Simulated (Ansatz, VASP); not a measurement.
## BaTiO3 (Barioperovskite): VASP beside Ansatz

```
CELL_PARAMETERS angstrom
3.98550 0.00000 0.00000
0.00000 2.83690 2.84515
0.00000 -2.83690 2.84515
ATOMIC_POSITIONS crystal
Ba 0.00000 0.00000 0.00000
Ti 0.50000 0.51240 0.51240
O 0.50000 0.99184 0.50524
O 0.50000 0.50524 0.99184
O 0.00000 0.48740 0.48740
```

Alike in both runs: task single point; functional PBE; k mesh 7 × 7 × 7; occupations fermi-dirac, width 0.05 eV; no spin polarisation.

|  | VASP | Ansatz |
| --- | --- | --- |
| version | VASP 6.6.1 | Ansatz 0.2.0 |
| potentials or method | VASP PAW PBE potentials, release 64 (Ba_sv, Ti_sv, O) | Ansatz PAW |
| plane-wave cutoff (eV) | 520 | 420 |
| valence electrons in the cell | 40 | 40 |

Ansatz gave:

```
gap on the k mesh at the Fermi level (eV)       : 1.98
least direct gap on the mesh (eV)               : 2.08
pressure (GPa)                                  : 2.3
largest component of the traceless stress (GPa) : 0.39
rms of the force components (eV/Å)              : 0.128
```

Which values does VASP return?

gap on the k mesh at the Fermi level (eV): 1.92; least direct gap on the mesh (eV): 2.06; pressure (GPa): 4.1; largest component of the traceless stress (GPa): 0.38; rms of the force components (eV/Å): 0.123.

Atom by atom the forces differ by 0.014 eV/Å (rms over components). With one functional, cell and mesh, what is left measures potentials, basis and numerics.

Caveats: spin-orbit coupling is left out, which moves the levels of the heavy elements; an odd mesh through Γ misses points on the zone boundary, where band edges often lie (VASP); odd divisions of the mesh miss points on the zone boundary, where band edges often lie, so the gap on the mesh can be too wide (Ansatz); the pressure holds a Pulay correction of +0.5 GPa for the finite cutoff (Ansatz). As with any semilocal functional, this PBE gap is likely too small.
